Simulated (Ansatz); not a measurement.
SiC (Moissanite 3C):

```
Si C
1.0
     0.00000    2.17900    2.17900
     2.17900    0.00000    2.17900
     2.17900    2.17900    0.00000
Si C
1 1
Direct
  0.00000 0.00000 0.00000
  0.75000 0.75000 0.75000
```

Base run:

- Program: Ansatz 0.2.0
- Functional: PBE
- Potentials or basis: all-electron LAPW, scalar-relativistic
- Cutoff: 349 eV (chosen from the basis error)
- Basis error allowed: 0.001 eV/atom
- k mesh: 10 × 10 × 10
- Occupations: gaussian, width 0.017 eV
- Spin: no spin polarisation

Its results: band gap on the k mesh 1.36 eV, indirect (least direct gap 4.55 eV); pressure 3.3 GPa.

Task: The run is repeated on the same cell with these changes: functional from PBE to PBEsol; occupations from gaussian, width 0.017 eV to gaussian, width 0.02 eV. What comes out?

Result: Band gap on the k mesh 1.24 eV, indirect (least direct gap 4.45 eV); pressure -0.2 GPa.

A k mesh can miss the band edges.
